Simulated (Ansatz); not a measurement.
# CdS: band gap under strain

How does strain move the band edges of CdS (zincblende), and do the functionals agree on it? States: +1.2 % strain along z alone; -2.3 % biaxial strain in the (111) plane, free along [111]; -4.9 % shear in the xy plane.

Code: Ansatz 0.2.0. PAW datasets, plane waves. No spin polarisation and no zero-point or thermal motion.

## 1. Starting point

The unstrained cell was relaxed with r2SCAN; in each strained cell the atoms were relaxed again with r2SCAN. Names of k-points are those of the unstrained zone, where strain can split equivalent points. First state: +1.2 % strain along z alone.

The symmetry is I-4m2 (No. 119, tetragonal); conventional cell a = 4.157 Å, c = 5.950 Å, 25.70 Å³ an atom. Near Cd stand 4 S at 2.56 Å; near S stand 4 Cd at 2.56 Å.

As a file:

Space group I-4m2 (No. 119). a = 4.157 Å, b = 4.157 Å, c = 5.950 Å, α = 90.00°, β = 90.00°, γ = 90.00°
```tsv
atom	site	symmetry	x	y	z
Cd	2a	-4m2	0.0000	0.0000	0.0000
S	2d	-4m2	0.5000	0.0000	0.2500
```

## 2. +1.2 % strain along z alone: PBE

input.yaml

```yaml
crystal:
  lattice:
    - [0.0, 2.93921484, 2.975073261]
    - [2.93921484, 0.0, 2.975073261]
    - [2.93921484, 2.93921484, 0.0]
  atoms:
    - { symbol: Cd, position: [0.0, 0.0, 0.0] }
    - { symbol: S, position: [0.25, 0.25, 0.25] }
kpoints:
  mp_grid: { grid: [8, 8, 8] }
  band_path:
    path:
      - [0.0, 0.0, 0.0]
      - [-0.5, -0.5, 0.0]
      - [-0.375, -0.375, 0.25]
      - [-0.375, 0.0, 0.375]
      - [0.0, 0.0, 0.5]
      - [-0.5, -0.25, 0.25]
    npoints: 1
hamiltonian:
  xc: pbe
scf:
  occupations: { method: fermi_dirac, width: 0.02 }
  n_extra_bands: 4
output:
  forces: true
  stress: true
  eigenvalues: true
```

Further steps of the session: +1.2 % strain along z alone: r2SCAN; +1.2 % strain along z alone: HSE06; -2.3 % biaxial strain in the (111) plane, free along [111]: PBE; -2.3 % biaxial strain in the (111) plane, free along [111]: r2SCAN; -2.3 % biaxial strain in the (111) plane, free along [111]: HSE06; -4.9 % shear in the xy plane: PBE; -4.9 % shear in the xy plane: r2SCAN; -4.9 % shear in the xy plane: HSE06.

Before running it: what results should come out?

The runs gave:

Least gap in eV (negative: overlap):

| state | PBE | r2SCAN | HSE06 |
| --- | --- | --- | --- |
| +1.2 % strain along z alone | 1.06 | 1.50 | 2.06 |
| -2.3 % biaxial strain in the (111) plane, free along [111] | 1.07 | 1.51 | 2.08 |
| -4.9 % shear in the xy plane | 0.98 | 1.43 | 1.99 |

Where both were run, the HSE06 gap lies +1.01 eV from PBE's, each on its own k points. In PBE the gap is least under -4.9 % shear in the xy plane (0.98 eV) and largest under -2.3 % biaxial strain in the (111) plane, free along [111] (1.07 eV).
